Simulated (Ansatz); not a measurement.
Theory: DFT PBE, scalar-relativistic, plane waves, PAW (Ansatz 0.2.0). Settings: cutoff 420 eV, Γ-centred meshes spaced at most about 0.3 Å⁻¹, and about 0.25 Å⁻¹ or finer for metals (2π included), Gaussian smearing. No spin polarisation.

Each guess is relaxed in cell and atoms at zero pressure, on a coarse mesh first where it starts far from rest and then on a converged one. The steps can't lower the symmetry of the start, but it can rise. Energies are static (0 K, no zero-point motion).

Two unrelaxed guesses for AlIn₂As₃:

A.

```
CELL_PARAMETERS angstrom
4.01565 0.00000 0.00000
-2.00783 3.47766 0.00000
0.00000 0.00000 19.79878
ATOMIC_POSITIONS crystal
Al 0.33333 0.66667 0.66689
Al 0.66667 0.33333 0.16689
In 0.33333 0.66667 0.00023
In 0.33333 0.66667 0.33356
In 0.66667 0.33333 0.50023
In 0.66667 0.33333 0.83356
As 0.33333 0.66667 0.12511
As 0.33333 0.66667 0.45844
As 0.33333 0.66667 0.79177
As 0.66667 0.33333 0.29177
As 0.66667 0.33333 0.62511
As 0.66667 0.33333 0.95844
```

B.

```
CELL_PARAMETERS angstrom
-2.01211 2.01211 8.53666
2.01211 -2.01211 8.53666
2.01211 2.01211 -8.53666
ATOMIC_POSITIONS crystal
Al 0.00000 0.00000 0.00000
In 0.66667 0.66667 0.00000
In 0.33333 0.33333 0.00000
As 0.41667 0.91667 0.50000
As 0.08333 0.58333 0.50000
As 0.75000 0.25000 0.50000
```

Question: Do they relax into the same structure? If not, which is lower?

Answer: No. B ends lower, by 18 meV/atom. A: P6_3mc at 23.0 Å³/atom → P6_3mc at 27.4 Å³/atom; B: I-4m2 at 23.0 Å³/atom → I-4m2 at 27.4 Å³/atom. Counting As atoms around Al and In (those within 1.25 times the shortest such distance or 1.15 times the sum of covalent radii, 1.27 where that leaves under three), the end of A and the end of B both have Al 4, In 4. End of A. Conventional cell: a = 4.252 Å, c = 21.025 Å. Around Al lie 4 As at 2.49–2.56 Å; around In on its first site lie 4 As at 2.64–2.69 Å; As on its first site has 3 Al at 2.56 Å and 1 In at 2.69 Å; 3 more sites not described. End of B. Conventional cell: a = 4.257 Å, c = 18.120 Å. Al has 4 As at 2.52 Å; around In lie 4 As at 2.65–2.66 Å; As on a site of symmetry 2mm is surrounded by 2 Al at 2.52 Å and 2 In at 2.66 Å; 1 more site not described.

Shaken at random and relaxed again, the end of A came back. Shaken at random and relaxed again, the end of B came back. Neither end is the lowest form computed: that has Al and In ordered on zinc blende sites, space group Cc (No. 9) and lies 9 meV/atom below the better end. The k mesh leaves some 4 meV/atom of noise in the energy of each metallic cell. Some types were kept out of the candidates beforehand, so the set may lack a known form.
